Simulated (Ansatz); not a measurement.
# Electric field gradients in ZrO2

These are results of Ansatz 0.2.0, DFT PBEsol, scalar-relativistic, plane waves, PAW, not measurements. Cutoff 420 eV, 6×6×6 k-points (Γ-centred), fixed occupations. No spin polarisation.

The cell, relaxed at this level:
```yaml
crystal:
  lattice:
    - [3.58449, 0.00000, 0.00000]
    - [0.00000, 3.58449, 0.00000]
    - [0.00000, 0.00000, 5.17713]
  atoms:
    - { symbol: Zr, position: [0.00000, 0.00000, 0.00000] }
    - { symbol: Zr, position: [0.50000, 0.50000, 0.50000] }
    - { symbol: O, position: [0.00000, 0.50000, 0.20148] }
    - { symbol: O, position: [0.00000, 0.50000, 0.70148] }
    - { symbol: O, position: [0.50000, 0.00000, 0.29852] }
    - { symbol: O, position: [0.50000, 0.00000, 0.79852] }
```

Spin–orbit coupling is left out, which matters for gradients at heavy nuclei.

Question: Give V_zz (10²¹ V/m²) and the asymmetry η at each distinct site.

Answer:
```json
{"atom": "Zr (atom 1)", "V_zz": "5.04", "η": "0.00"}
{"atom": "O (atom 3)", "V_zz": "1.01", "η": "0.34"}
```

This form isn't the usual stable structure of the compound.

Cost: 1 run of about 0.024 core-minutes, on AMD EPYC 9R45 (Zen 5) (shared hosts).